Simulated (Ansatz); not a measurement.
# Te2Mo: the cost of one run

Program: Ansatz 0.2.0. Level of theory: DFT, PBE, plane-wave PAW, default files, scalar-relativistic. These are calculated values, not measurements.

## Step 1: The starting structure

It takes space group P6_3/mmc (No. 194, hexagonal). Conventional cell: a = 3.518 Å, b = 3.518 Å, c = 13.974 Å, α = 90.00°, β = 90.00°, γ = 120.00°. Te (site symmetry 3m) is surrounded by 3 Mo at 2.72 Å. Mo (site symmetry -6m2) is surrounded by 6 Te at 2.72 Å.

As a file:

```cif
data_structure
_symmetry_space_group_name_H-M 'P6_3/mmc'
_symmetry_Int_Tables_number 194
_cell_length_a 3.5182
_cell_length_b 3.5182
_cell_length_c 13.9736
_cell_angle_alpha 90.000
_cell_angle_beta 90.000
_cell_angle_gamma 120.000
_cell_volume 149.79
loop_
_atom_site_label
_atom_site_type_symbol
_atom_site_symmetry_multiplicity
_atom_site_Wyckoff_symbol
_atom_site_fract_x
_atom_site_fract_y
_atom_site_fract_z
_atom_site_occupancy
Te1 Te 4 f 0.33333 0.66667 0.62100 1
Mo1 Mo 2 c 0.33333 0.66667 0.25000 1
```

## Step 2: First run, atoms as given

input.yaml reads:

```yaml
crystal:
  lattice:
    - [3.5182, 0.0, 0.0]
    - [-1.7591, 3.0468505756, 0.0]
    - [0.0, 0.0, 13.9736]
  atoms:
    - { symbol: Te, position: [0.3333333333, 0.6666666667, 0.621] }
    - { symbol: Te, position: [0.6666666667, 0.3333333333, 0.121] }
    - { symbol: Te, position: [0.3333333333, 0.6666666667, 0.879] }
    - { symbol: Te, position: [0.6666666667, 0.3333333333, 0.379] }
    - { symbol: Mo, position: [0.3333333333, 0.6666666667, 0.25] }
    - { symbol: Mo, position: [0.6666666667, 0.3333333333, 0.75] }
kpoints:
  mp_grid: { grid: [14, 14, 3] }
scf:
  occupations: { method: fermi_dirac, width: 0.02 }
hamiltonian:
  xc: pbe
  pseudopotentials: { kind: paw }
output:
  forces: true
  stress: true
  populations: true
  efg: { quadrupole_moments_barn: { Mo: -0.022 }, contact_densities: true }
```

On the command line:

```bash
$ ansatz run input.yaml --threads 1 --pin off --max-ram 3072MiB --backend cpu --events-out ev --progress --plain --runs-dir out
```

Q: Estimate wall time and peak memory on 1 thread of Intel Xeon 6975P-C (Granite Rapids), shared host.

About 16 s, with a peak of 0.63 GiB.
